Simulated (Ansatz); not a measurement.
InN (wurtzite)

```
CELL_PARAMETERS angstrom
      3.58053     0.00000     0.00000
     -1.79026     3.10083     0.00000
      0.00000     0.00000     5.78779
ATOMIC_POSITIONS crystal
  In 0.66667 0.33333 0.50197
  In 0.33333 0.66667 0.00197
  N  0.66667 0.33333 0.12323
  N  0.33333 0.66667 0.62323
```

In each cell atom 4 (N, nearest neighbour In at 2.183 Å; its periodic images, 3.6 Å or more away, move with it) moves by s·(1.000, 0.000, 0.000) (along Cartesian x), the rest being held.

Method: PBE (plane waves to 420 eV, PAW, scalar-relativistic; Ansatz, a program for electronic structure). k mesh 9×9×5 (Γ-centred), Fermi-Dirac smearing 0.05 eV. E stands for the smeared free energy. With partly filled bands, energies and forces of such displacements shift with the k mesh and the smearing. At this level the bands of InN touch or barely overlap; measurements give the solid a gap. InN was relaxed with its symmetry unable to fall. The zero of ΔE is the undisplaced structure. The last digit holds for this mesh only.

```json
[
 {"s (Å)": "-0.650", "ΔE (meV/cell)": "withheld"},
 {"s (Å)": "-0.520", "ΔE (meV/cell)": "1550.9"},
 {"s (Å)": "-0.390", "ΔE (meV/cell)": "805.6"},
 {"s (Å)": "-0.260", "ΔE (meV/cell)": "336.1"},
 {"s (Å)": "-0.130", "ΔE (meV/cell)": "80.7"},
 {"s (Å)": "0.000", "ΔE (meV/cell)": "0.0"},
 {"s (Å)": "0.130", "ΔE (meV/cell)": "80.7"},
 {"s (Å)": "0.260", "ΔE (meV/cell)": "336.1"},
 {"s (Å)": "0.390", "ΔE (meV/cell)": "805.6"},
 {"s (Å)": "0.520", "ΔE (meV/cell)": "1550.9"},
 {"s (Å)": "0.650", "ΔE (meV/cell)": "withheld"}
]
```

**Question.** Fit an even polynomial form (powers 2, 4, 6) to the given rows and predict ΔE at s = 0.650.

**Answer.** Least squares on the 9 given rows: ΔE = (4706)·s² + (3976)·s⁴ + (-625.2)·s⁶, in meV/cell with s in Å; root-mean-square residual 0.03 meV/cell. At 0.650 the fit gives 2650.9 meV/cell; the calculation gives 2650.9 meV/cell, the same to the digits shown. The quadratic term alone would give 1988.3 meV/cell.

(A displaced cell: forces are minus the slopes of the energy, force constants its curvatures, and phonons follow from these.)
